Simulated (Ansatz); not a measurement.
Si (P6_3/mmc) from a database of computed structures, relaxed with r2SCAN, was run in Ansatz under altered settings. All numbers are computed, without spin polarisation but where a row says otherwise.

```
CELL_PARAMETERS angstrom
3.83212 0.00000 0.00000
-1.91606 3.31871 0.00000
0.00000 0.00000 6.34124
ATOMIC_POSITIONS crystal
Si 0.33333 0.66667 0.06306
Si 0.66667 0.33333 0.56306
Si 0.33333 0.66667 0.43694
Si 0.66667 0.33333 0.93694
```

The base run's other keys:
```yaml
kpoints:
  mp_grid: { grid: [6, 6, 2] }
hamiltonian:
  xc: hse06
scf:
  occupations: { method: fixed }
  n_extra_bands: 5
```

It takes 12 iterations with 1581 plane waves at 420 eV and 14 k points, and leaves a mean stress of -0.19 GPa. The gap over this mesh is 0.973 eV. It ran on 4 threads of Arm Neoverse N1, on a shared host.

Outcomes, with energy and stress as changes against the base:

| setting | outcome | ΔF (meV/atom) | Δ mean stress (GPa) | gap on the mesh (eV) | iterations | wall time |
| --- | --- | --- | --- | --- | --- | --- |
| hamiltonian.xc: cam_b3lyp | converged | – | +0.2 | 3.661 | 13 | 19 s |
| PBE hybrid, exx coeff 0.75, omega 0.1 1/Å | converged | – | -3.1 | 3.151 | 17 | 19 s |
| PBE hybrid, exx coeff 0.5, omega 0.5 1/Å | converged | – | -0.2 | 0.865 | 14 | 17 s |
| scf.occupations: cold 0.001 | converged | 0.0 | 0.0 | 0.973 | 12 | 15 s |

A dash marks a value that wasn't obtained or can't be compared. Stress is positive in compression. The base took 14 s. The base's mesh is coarse for a hybrid, so its own values aren't converged.

- hamiltonian.xc: cam_b3lyp. The mean stress moves by +0.2 GPa and the gap on the mesh by +2.688 eV (to 3.661). It's another functional on the same cell, so totals aren't comparable.
- PBE hybrid, exx coeff 0.75, omega 0.1 1/Å. That is 75 % exact exchange, screened with ω = 0.1 1/Å, against HSE06's 25 % screened at 0.208 1/Å. The mean stress moves by -3.1 GPa and the gap on the mesh by +2.177 eV (to 3.151). Totals of different functionals aren't comparable. The program warns that on this mesh the truncation of the exchange isn't bounded, so part of the change can be an error of the mesh.
- PBE hybrid, exx coeff 0.5, omega 0.5 1/Å. That is 50 % exact exchange, screened with ω = 0.5 1/Å, against HSE06's 25 % screened at 0.208 1/Å. The mean stress moves by -0.2 GPa and the gap on the mesh by -0.108 eV (to 0.865). Totals of different functionals aren't comparable.

Within 1 meV an atom, 0.1 GPa and 0.005 eV of the base stay: scf.occupations: cold 0.001.

The stress of a hybrid is loosely converged in these runs.

The meshes of the hybrids are coarse, so their gaps aren't converged to the digits shown.
